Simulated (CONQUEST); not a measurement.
# Sn (P-1) in CONQUEST: convergence with smearing width

Aim: find how far smearing width must go before the results for Sn settle, at LDA. This setting moves, with any that are tied to it; all else stays.

Program: CONQUEST 1.3. These are calculated values, not measurements. Logs are shortened: lines on timing, memory, paths and dates and some standing lists are left out, and cuts for length are marked.

### 1 The cell of the first run

The typed cell holds 4 atoms: a = 3.199 Å, b = 5.880 Å, c = 5.880 Å, α = 90.00°, β = 90.00°, γ = 90.00°.

The cell isn't the ideal one: atoms moved at random.

### 2 With smearing width 0.4 eV

Input file Conquest_input:

```
IO.Title Sn
IO.Coordinates coords.dat
IO.FractionalAtomicCoords T
IO.Iprint 2
IO.Iprint_init 1
General.NumberOfSpecies 1
General.PseudopotentialType hamann
AtomMove.TypeOfRun static
AtomMove.FullStress T
Grid.GridCutoff 120
DM.SolutionMethod diagon
Diag.MPMesh T
Diag.GammaCentred T
Diag.MPMeshX 8
Diag.MPMeshY 5
Diag.MPMeshZ 5
Diag.kT 0.01469973
minE.SCTolerance 1e-6
Diag.SmearingType 1
Diag.MPOrder 1
SC.MaxIters 100
IO.AtomChargeOutput T
%block ChemicalSpeciesLabel
1 118.710 Sn
%endblock
```

Input file coords.dat:

```
    6.0444854996     0.0000000000     0.0000000000
    0.0000000000    11.1121204577     0.0000000000
    0.0000000000     0.0000000000    11.1121204577
4
  0.4927015000   0.5035745000   0.5014715000 1 T T T
  0.9927015000   0.0035745000   0.0014715000 1 T T T
  0.2498245000   0.0010105000   0.4966045000 1 T T T
  0.7498245000   0.5010105000   0.9966045000 1 T T T
```

Potentials or basis: PseudoDojo NC LDA, SZP, grid cutoff 120 Ha.

Run with:

```bash
$ OMP_NUM_THREADS=1 Conquest
```

It took 31 s on 1 thread of Intel Xeon at 2.60GHz (Ice Lake), shared host; peak memory 0.65 GiB.

What came out:

```
Free energy            : -8551.2226 eV
Pressure               : -1.6 GPa
Largest force          : 0.134 eV/Å
Band gap on the k mesh : none (metal or under the smearing width)
```

### 3 With smearing width 0.3 eV

Conquest_input, as its differences from that of step 2:

```diff
@@ -16,3 +16,3 @@
 Diag.MPMeshZ 5
-Diag.kT 0.01469973
+Diag.kT 0.01102480
 minE.SCTolerance 1e-6
```

coords.dat is that of step 2.

Potentials or basis: PseudoDojo NC LDA, SZP, grid cutoff 120 Ha.

Run with:

```bash
$ OMP_NUM_THREADS=1 Conquest
```

It took 31 s on 1 thread of Intel Xeon at 2.60GHz (Ice Lake), shared host; peak memory 0.66 GiB.

It converged, with:

| Quantity | Value |
| --- | --- |
| Free energy | -8551.2196 eV |
| Pressure | -1.6 GPa |
| Largest force | 0.129 eV/Å |
| Band gap on the k mesh | none (metal or under the smearing width) |

### 4 With smearing width 0.2 eV

Conquest_input, as its differences from that of step 3:

```diff
@@ -16,3 +16,3 @@
 Diag.MPMeshZ 5
-Diag.kT 0.01102480
+Diag.kT 0.00734986
 minE.SCTolerance 1e-6
```

coords.dat is that of step 3.

Run with:

```bash
$ OMP_NUM_THREADS=1 Conquest
```

Wall time 32 s (1 thread of Intel Xeon at 2.60GHz (Ice Lake), shared host); peak memory 0.65 GiB.

It converged, with:

| Property | Result |
| --- | --- |
| Free energy | -8551.2178 eV |
| Pressure | -1.6 GPa |
| Largest force | 0.120 eV/Å |
| Band gap on the k mesh | none (metal or under the smearing width) |

### 5 With smearing width 0.1 eV

Conquest_input, as its differences from that of step 4:

```diff
@@ -16,3 +16,3 @@
 Diag.MPMeshZ 5
-Diag.kT 0.00734986
+Diag.kT 0.00367493
 minE.SCTolerance 1e-6
```

coords.dat is that of step 4.

Run with:

```bash
$ OMP_NUM_THREADS=1 Conquest
```

Run time: 32 s. Hardware: 1 thread of Intel Xeon at 2.60GHz (Ice Lake), shared host; peak memory 0.65 GiB.

The run converged. Its results:

* Free energy: -8551.2172 eV
* Pressure: -1.6 GPa
* Largest force: 0.108 eV/Å
* Band gap on the k mesh: none (metal or under the smearing width)

### 6 With smearing width 0.05 eV

Conquest_input, as its differences from that of step 5:

```diff
@@ -16,3 +16,3 @@
 Diag.MPMeshZ 5
-Diag.kT 0.00367493
+Diag.kT 0.00183747
 minE.SCTolerance 1e-6
```

coords.dat is that of step 5.

Potentials or basis: PseudoDojo NC LDA, SZP, grid cutoff 120 Ha.

Run with:

```bash
$ OMP_NUM_THREADS=1 Conquest
```

Wall time 32 s (1 thread of Intel Xeon at 2.60GHz (Ice Lake), shared host); peak memory 0.65 GiB.

The run converged. Its results:

```
Free energy            : -8551.2179 eV
Pressure               : -1.6 GPa
Largest force          : 0.106 eV/Å
Band gap on the k mesh : none (metal or under the smearing width)
```

### 7 With smearing width 0.025 eV

Conquest_input, as its differences from that of step 6:

```diff
@@ -16,3 +16,3 @@
 Diag.MPMeshZ 5
-Diag.kT 0.00183747
+Diag.kT 0.00091873
 minE.SCTolerance 1e-6
```

coords.dat is that of step 6.

Run with:

```bash
$ OMP_NUM_THREADS=1 Conquest
```

It took 32 s on 1 thread of Intel Xeon at 2.60GHz (Ice Lake), shared host; peak memory 0.65 GiB.

The run converged. Its results:

- Free energy: -8551.2180 eV
- Pressure: -1.6 GPa
- Largest force: 0.109 eV/Å
- Band gap on the k mesh: none (metal or under the smearing width)

### 8 With smearing width 0.01 eV

Conquest_input, as its differences from that of step 7:

```diff
@@ -16,3 +16,3 @@
 Diag.MPMeshZ 5
-Diag.kT 0.00091873
+Diag.kT 0.00036749
 minE.SCTolerance 1e-6
```

coords.dat is that of step 7.

Run with:

```bash
$ OMP_NUM_THREADS=1 Conquest
```

It took 33 s on 1 thread of Intel Xeon at 2.60GHz (Ice Lake), shared host; peak memory 0.65 GiB.

The run converged. Its results:

| Item | Value |
| --- | --- |
| Free energy | -8551.2180 eV |
| Pressure | -1.6 GPa |
| Largest force | 0.113 eV/Å |
| Band gap on the k mesh | none (metal or under the smearing width) |

### 9 With smearing width 0.005 eV

Conquest_input, as its differences from that of step 8:

```diff
@@ -16,3 +16,3 @@
 Diag.MPMeshZ 5
-Diag.kT 0.00036749
+Diag.kT 0.00018375
 minE.SCTolerance 1e-6
```

coords.dat is that of step 8.

Potentials or basis: PseudoDojo NC LDA, SZP, grid cutoff 120 Ha.

Run with:

```bash
$ OMP_NUM_THREADS=1 Conquest
```

Standard output:

```text
Simulation cell dimensions:     6.0445 a0 x    11.1121 a0 x    11.1121 a0

      Atomic coordinates (a0)
         Atom         X         Y         Z  Species
            1    2.9781    5.5958    5.5724        1
            2    6.0004    0.0397    0.0164        1
            3    1.5101    0.0112    5.5183        1
            4    4.5323    5.5673   11.0744        1

         Monkhorst-Pack mesh:   8 x   5 x   5 gamma-centred
        This calculation includes non-local pseudopotentials,
         with a maximum core radius of      7.49378415

    Job title: Sn
    Job to be run: static calculation

    Ground state search:
      Support functions represented with PAO basis
      1:1 PAO to SF mapping
      Non-spin-polarised electrons
      Solving for the K matrix using diagonalisation
      Using order  1 Methfessel-Paxton smearing

    Integration grid size:     32 x   60 x   60

    Integration grid spacing:  0.189 a0 x 0.185 a0 x 0.185 a0

    Number of species:  1
    --------------------------------------------------------
    |   #  mass (au)  Charge (e)  SF Rad (a0)  NSF  Label  |
    --------------------------------------------------------
    |   1    118.710      14.000        7.744   14  Sn     |
    --------------------------------------------------------
          SCF tolerance:                 0.00000100
          SCF iterations:               100

    LibXC version:  6. 2. 2
    Using the LDA functional Slater exchange
    Using the LDA functional Perdew & Wang

           radial cut-off to be used is taken to be max PAO cut-off radius for this species:    7.493784

           greatest ang. mom. for making density from PAOs:  2
    Minimum blocs/proc is     1800. Maximum blocs/proc is     1800
    set_atom_dens: In set_atomic_density, electrons :      56.000000000000
 matrix_size & matrix_size_padH =           56          56

    Screened ion int: energy:    -235.887255877803 Ha

    new_SC_potl: Starting.  Tolerance:  0.10000E-05

    PulayMixSC: Starting Pulay mixing, A_up =  0.500 A_dn =  0.500
    PulayMixSC: Spin non-polarised calculation.
          Harris-Foulkes Energy            :      -314.266293849265935 Ha
          GroundState Energy (kT --> 0)    :      -314.266294749033364 Ha
          Free Energy (E-TS)               :      -314.266295198917021 Ha
          DFT Total Energy                 :      -314.245306248351596 Ha
          Total number of electrons        :        56.000000000000192
    PulayMixSC: Pulay iteration     1 residual:              0.11908E-02
          Harris-Foulkes Energy            :      -314.252781237652698 Ha
          GroundState Energy (kT --> 0)    :      -314.252780992598673 Ha
          Free Energy (E-TS)               :      -314.252780870071717 Ha
          DFT Total Energy                 :      -314.250968820089668 Ha
          Total number of electrons        :        56.000044760510519
    PulayMixSC: Pulay iteration     2 residual:              0.35884E-03
          Harris-Foulkes Energy            :      -314.251478436021216 Ha
          GroundState Energy (kT --> 0)    :      -314.251478245142380 Ha
          Free Energy (E-TS)               :      -314.251478149702962 Ha
          DFT Total Energy                 :      -314.251465856400387 Ha
          Total number of electrons        :        56.000074084200321
    PulayMixSC: Pulay iteration     3 residual:              0.84483E-04
          Harris-Foulkes Energy            :      -314.251467587166246 Ha
          GroundState Energy (kT --> 0)    :      -314.251467364923485 Ha
          Free Energy (E-TS)               :      -314.251467253802105 Ha
          DFT Total Energy                 :      -314.251467310549288 Ha
          Total number of electrons        :        56.000086374861887
    PulayMixSC: Pulay iteration     4 residual:              0.41829E-05
          Harris-Foulkes Energy            :      -314.251466905474217 Ha
          GroundState Energy (kT --> 0)    :      -314.251466832128472 Ha
          Free Energy (E-TS)               :      -314.251466795455599 Ha
          DFT Total Energy                 :      -314.251466893506063 Ha
          Total number of electrons        :        56.000087393869919
    PulayMixSC: Pulay iteration     5 residual:              0.90610E-06
    PulayMixSC: Reached SCF tolerance of  0.90610E-06 after      5 iterations
      | Number of electrons      =        56.000087
      |* band energy as 2Tr[K.H] =       -43.621537477661306 Ha
      |  screened ion-ion energy =      -235.887255877803284 Ha
      |  Ha correction           =         1.850622038704870 Ha
      |  XC correction           =       -36.593280028325168 Ha
      | GS Energy with kT -> 0   =      -314.251466832128472 Ha
      | Free Energy as E-TS      =      -314.251466795455599 Ha
      |* Harris-Foulkes energy   =      -314.251466905474217 Ha
      |* DFT total energy        =      -314.251466893506063 Ha
      |  estimated accuracy      =        -0.000000011968154 Ha

    force: Forces on atoms (Ha/a0)
    force:  Atom   X              Y              Z
    force:     1   0.0000547422  -0.0012282719  -0.0017406959
    force:     2   0.0000547422  -0.0012282719  -0.0017406959
    force:     3  -0.0001947523   0.0012937087   0.0017566820
    force:     4  -0.0001947523   0.0012937087   0.0017566820

    force: Maximum force :        0.00175668(Ha/a0) on atom         4 in z direction
    force: Force Residual:        0.00216093 Ha/a0
    force: Total stress:          2.19533745    -0.00917435    -0.28904133 GPa
                            -0.00917435     1.15390132     0.01066425
                            -0.28904133     0.01066425     1.45223919
    force: Average pressure:     -1.60049265 GPa

    force: Finished force
    get_E_and_F: Change in energy during last step of electronic optimisation:  0.68169E-06

    BIBLIOGRAPHY: Please consider citing the following references in the conquest.bib file

    CONQUEST:         Bowler2002pt, Miyazaki2004, Nakata2020
    Basis:            Bowler2019
    DM:               Bowler:2006xr
    Pseudopotentials: Hamann2013, Bowler2019
    XC references from LibXC:
      P. A. M. Dirac.,  Math. Proc. Cambridge Philos. Soc. 26, 376 (1930)
```

Run time: 34 s. Hardware: 1 thread of Intel Xeon at 2.60GHz (Ice Lake), shared host; peak memory 0.65 GiB.

What came out:

```yaml
Free_energy: -8551.2180 eV
Pressure: -1.6 GPa
Largest_force: 0.113 eV/Å
Band_gap_on_the_k_mesh: none (metal or under the smearing width)
```

### 10 The series at a glance

| smearing width | energy less the tightest run (meV/atom) | pressure (GPa) | largest force (eV/Å) | SCF cycles | CPU time (s) | peak memory (GiB) |
| --- | --- | --- | --- | --- | --- | --- |
| 0.4 eV | -1.13 | -1.58 | 0.134 | 5 | 31 | 0.65 |
| 0.3 eV | -0.40 | -1.58 | 0.129 | 5 | 31 | 0.66 |
| 0.2 eV | 0.06 | -1.60 | 0.120 | 5 | 32 | 0.65 |
| 0.1 eV | 0.22 | -1.62 | 0.108 | 5 | 32 | 0.65 |
| 0.05 eV | 0.04 | -1.63 | 0.106 | 5 | 32 | 0.65 |
| 0.025 eV | 0.01 | -1.61 | 0.109 | 5 | 32 | 0.65 |
| 0.01 eV | 0.00 | -1.60 | 0.113 | 5 | 33 | 0.65 |
| 0.005 eV | 0.00 | -1.60 | 0.113 | 5 | 34 | 0.65 |

Against the tightest run, the energy stays within 1 meV/atom from 0.3 eV on; the pressure stays within 0.1 GPa from 0.4 eV on; the largest force stays within 0.005 eV/Å from 0.025 eV on. Narrower smearing needs a denser k mesh, so at a fixed mesh the narrowest width isn't the most accurate. The tightest run that finished is the yardstick and may itself not be fully converged.

Caveats: the atomic basis is small; the basis of atomic orbitals isn't converged, which shifts pressures, moduli and gaps.
